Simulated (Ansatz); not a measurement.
# ZnS (rocksalt type): the cost of one run

Method: DFT LDA, with the methods named in each step, in Ansatz 0.2.0.

## Step 1: Starting point

Symmetry: Fm-3m, No. 225, cubic system. Conventional cell: a = 4.966 Å, b = 4.966 Å, c = 4.966 Å, α = 90.00°, β = 90.00°, γ = 90.00°. Around Zn (site symmetry m-3m) lie 6 S at 2.48 Å. Around S (site symmetry m-3m) lie 6 Zn at 2.48 Å.

As a file:

```xyz
2
Lattice="0.0000 2.4832 2.4832 2.4832 0.0000 2.4832 2.4832 2.4832 0.0000" Properties=species:S:1:pos:R:3 pbc="T T T"
Zn    0.0000    0.0000    0.0000
S     2.4832    2.4832    2.4832
```

Whether this phase is the stable one at these pressures isn't tested.

Atoms are numbered in the order of the input: Zn1, S2.

## Step 2: The reference volume, LAPW

input.yaml reads:

```yaml
crystal:
  lattice:
    - [0.0, 2.4832497089, 2.4832497089]
    - [2.4832497089, 0.0, 2.4832497089]
    - [2.4832497089, 2.4832497089, 0.0]
  atoms:
    - { symbol: Zn, position: [0.0, 0.0, 0.0] }
    - { symbol: S, position: [0.5, 0.5, 0.5] }
kpoints:
  mp_grid: { grid: [16, 16, 16] }
  band_path:
    path:
      - [0.0, 0.0, 0.0]
      - [0.5, 0.0, 0.5]
      - [0.625, 0.25, 0.625]
      - [0.375, 0.375, 0.75]
      - [0.0, 0.0, 0.0]
      - [0.5, 0.5, 0.5]
      - [0.5, 0.25, 0.75]
      - [0.5, 0.0, 0.5]
    npoints: 14
scf:
  occupations: { method: fermi_dirac, width: 0.08 }
hamiltonian:
  xc: lda
  pseudopotentials: { kind: all_electron, lapw: { basis_error: 0.001 } }
output:
  forces: true
  stress: true
  eigenvalues: true
  populations: true
  dos: { projected: true, de: 0.2, e_range: [-14, 8] }
```

Run with:

```console
> ansatz run input.yaml --threads 1 --pin off --max-ram 2048MiB --backend cpu --events-out ev --progress --plain --runs-dir out
```

Q: Estimate wall time and peak memory on 1 thread of Intel Xeon Platinum 8259CL at 2.50GHz (Skylake/Cascade Lake), shared host.

About 27 s, with a peak of 0.52 GiB.
